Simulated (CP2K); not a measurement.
Runs of CP2K 2026.2 on As. It takes space group R-3m (No. 166, trigonal). Conventional cell: a = 3.762 Å, b = 3.762 Å, c = 10.542 Å, α = 90.00°, β = 90.00°, γ = 120.00°. As (site symmetry 3m) is surrounded by 3 As at 2.51 Å. 

```csv
potentials or basis,potentials,gap on the mesh (eV),pressure (GPa),largest force (eV/Å)
POTENTIAL_UZH As GTH-SCAN-q5; DZVP-MOLOPT-SR-GTH basis,As GTH-SCAN-q5 of POTENTIAL_UZH,none,1.5,0.30
POTENTIAL_UZH As GTH-PBE0-q5; DZVP-MOLOPT-SR-GTH basis,As GTH-PBE0-q5 of POTENTIAL_UZH,none,2.9,0.46
GTH_POTENTIALS As GTH-BLYP-q5; DZVP-MOLOPT-SR-GTH basis,As GTH-BLYP-q5 of GTH_POTENTIALS,none,(b),0.55
GTH_POTENTIALS As GTH-PADE-q5; DZVP-MOLOPT-SR-GTH basis,As GTH-PADE-q5 of GTH_POTENTIALS,none,(a),0.21
GTH_POTENTIALS As GTH-PBE-q5; DZVP-MOLOPT-SR-GTH basis,As GTH-PBE-q5 of GTH_POTENTIALS,none,4.4,0.59
```

Alike in all rows: task band structure; level PBE; no spin polarisation; cell as given; k mesh 9 × 9 × 9; smearing fermi-dirac 0.05 eV.

Problem. Fill in the values left out.

Solution. (a) 0.7; (b) 3.8.

Caveats: the basis of atomic orbitals isn't converged, which shifts pressures, moduli and gaps; the potentials were made for another functional, which shifts forces and pressure (some runs).

A k mesh can miss the band edges, and the runs leave out spin-orbit coupling on As.

A gap of «none» marks a metal or a gap under the smearing width.
